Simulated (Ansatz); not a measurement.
## Al2Cu (Khatyrkite) under changes of volume

One of the cells (14.960 Å³/atom); the others are scaled copies at fixed shape and fractional positions:

```xyz
6
Lattice="-3.0335 3.0335 2.4385 3.0335 -3.0335 2.4385 3.0335 3.0335 -2.4385" Properties=species:S:1:pos:R:3 pbc="T T T"
Cu    0.0000    0.0000    1.2192
Cu    0.0000    0.0000    3.6578
Al    0.9592    2.0743    0.0000
Al   -0.9592    2.0743    2.4385
Al    2.0743    0.9592    2.4385
Al    3.9927    0.9592    0.0000
```

| Quantity | Value |
| --- | --- |
| Program | Ansatz 0.2.0 |
| Functional | PBE |
| Potentials or basis | Ansatz PAW |
| Cutoff | 420 eV (not typed: the program's choice for these potentials) |
| k mesh | 7 × 7 × 7 |
| Occupations | fermi-dirac, width 0.05 eV |
| Spin | no spin polarisation |

| volume (Å³/atom) | energy over the lowest point (meV/atom) | pressure (GPa) | largest force (eV/Å) |
| --- | --- | --- | --- |
| 14.062 | 17.16 | 6.8 | 0.035 |
| 14.361 | ? | ? | ? |
| 14.660 | 1.40 | 1.8 | 0.009 |
| 14.960 | 0.00 | -0.3 | 0.002 |
| 15.259 | 2.33 | -2.2 | 0.013 |
| 15.558 | 7.99 | -3.8 | 0.022 |
| 15.857 | 16.62 | -5.4 | 0.030 |

What does the run at 14.361 Å³/atom give?

Energy over the lowest point 6.96 meV/atom; pressure 4.2 GPa; largest force 0.021 eV/Å.

Worked out: A Birch-Murnaghan fit of order 3 (a polynomial in V^(-2/3)) to the other rows has its minimum at 14.92 Å³/atom with B0 = V·E''(V) = 101 GPa and B' = 4.6 at fixed shape and positions, which overstates the stiffness. It gives 6.96 meV/atom at 14.361 Å³/atom, against the run's 6.96, and -dE/dV = 4.2 GPa, against 4.2.

Energies are extrapolated to zero smearing.
